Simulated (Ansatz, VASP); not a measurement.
## Al: VASP beside Ansatz

```xyz
4
Lattice="3.5847 0.0000 0.0000 -1.7924 3.1045 0.0000 0.0000 0.0000 4.6883" Properties=species:S:1:pos:R:3 pbc="T T T"
Al    0.0000    0.0000    0.0000
Al    0.0000    0.0000    2.3441
Al    0.0000    2.0696    1.1721
Al    1.7924    1.0348    3.5162
```

Change from the starting cell: volume scaled by 0.65, norm-conserving files.

Alike in both runs: task single point; functional PBE; k mesh 10 × 10 × 7; occupations fermi-dirac, width 0.05 eV; no spin polarisation.

|  | VASP | Ansatz |
| --- | --- | --- |
| version | VASP 6.6.1 | Ansatz 0.2.0 |
| potentials or method | VASP PAW PBE potentials, release 64 (Al) | norm-conserving pseudopotentials, scalar-relativistic |
| plane-wave cutoff (eV) | 520 | 544 |
| valence electrons in the cell | 12 | 12 |

```csv
,VASP,Ansatz,Ansatz less VASP
pressure (GPa),63.0,62.2,-0.86
largest component of the traceless stress (GPa),0.11,0.01,-0.103
```

Caveats: the cell as given lies far from equilibrium; so large a pressure means that the cell lies far from this level's equilibrium, or that cutoff or potentials fall short (VASP).
